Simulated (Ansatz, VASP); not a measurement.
**ZnAu: VASP beside Ansatz**

```
Zn Au
1.0
     3.17847    0.00000    0.00000
     0.00000    3.17847    0.00000
     0.00000    0.00000    3.14700
Zn Au
1 1
Direct
  0.50000 0.50000 0.50000
  0.00000 0.00000 0.00000
```

Change from the starting cell: x and y stretched by +1 %, z held, crystal datasets.

Alike in both runs: task electric field gradients; functional PBE; k mesh 13 × 13 × 13; occupations fermi-dirac, width 0.05 eV; no spin polarisation.

```csv
,VASP,Ansatz
version,VASP 6.6.1,Ansatz 0.2.0
potentials or method,"VASP PAW PBE potentials, release 64 (Zn, Au), cutoff 520 eV","all-electron PAW with datasets made for the crystal, scalar-relativistic"
```

|  | VASP | Ansatz | Ansatz less VASP |
| --- | --- | --- | --- |
| pressure (GPa) | 2.3 | 2.2 | -0.12 |
| largest component of the traceless stress (GPa) | 0.26 | 0.26 | -0.005 |
| Vzz of the field gradient on the site that differs most (V/Å²) | -1.6 | -0.5 | +1.17 |

Ansatz ran all-electron here, so the differences hold the error of VASP's frozen core and of both bases. Ansatz warned: «gradients_without_spin_orbit».

The runs have no spin-orbit coupling, so splittings on Au are missing.
